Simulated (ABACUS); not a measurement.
GaSb, 2 atoms in the cell. Symmetry: F-43m, No. 216, cubic system. Conventional cell: a = 6.118 Å, b = 6.118 Å, c = 6.118 Å, α = 90.00°, β = 90.00°, γ = 90.00°. Sb (site symmetry -43m) is surrounded by 4 Ga at 2.65 Å. Ga (site symmetry -43m) has 4 Sb at 2.65 Å as nearest neighbours. 

```yaml
Program: ABACUS 3.10.1
Task: band structure
Functional: PBE
Potentials_or_basis: PseudoDojo NC SR 0.5 PBE stringent
Cutoff: 1551 eV
Density_cutoff: 6204 eV
Basis: TZDP LCAO (the cutoffs set its grid)
Occupations: fermi-dirac, width 0.05 eV
Spin: no spin polarisation
Orbital_files: Sb Sb_confined-atom_8au_4s4p3d1f.orb, Ga Ga_confined-atom_8au_4s4p3d1f.orb
Radial_cutoff_of_the_potentials_pseudo_rcut: 10 bohr
Density: read from an earlier self-consistent run
Path: G-X-W-K-G-L-U-W-L-K, U-X
Points_for_each_segment_of_the_path: 10
SCF_threshold_on_the_density: 1e-07
Max_SCF_steps: 100
Eigensolver: genelpa
Mixing: broyden
Mixing_share: 0.7
Symmetry_key: -1
Bands: 33
```

Potentials or basis: PseudoDojo NC SR 0.5 PBE stringent, TZDP LCAO (the cutoffs set its grid).

Run with:

```sh
$ OMP_NUM_THREADS=1 mpirun -np 4 abacus > log
```

Hardware: 4 MPI ranks on Intel(R) Xeon(R) 6975P-C (Granite Rapids), on a shared host.

Question: Estimate the wall time of this run.

Answer: Run time: 2.4 s on 4 MPI ranks on Intel(R) Xeon(R) 6975P-C (Granite Rapids), on a shared host, peak memory 0.6 GiB a rank. Counts: scf iterations 1, k points 102, bands 33, basis 76, ranks 4.
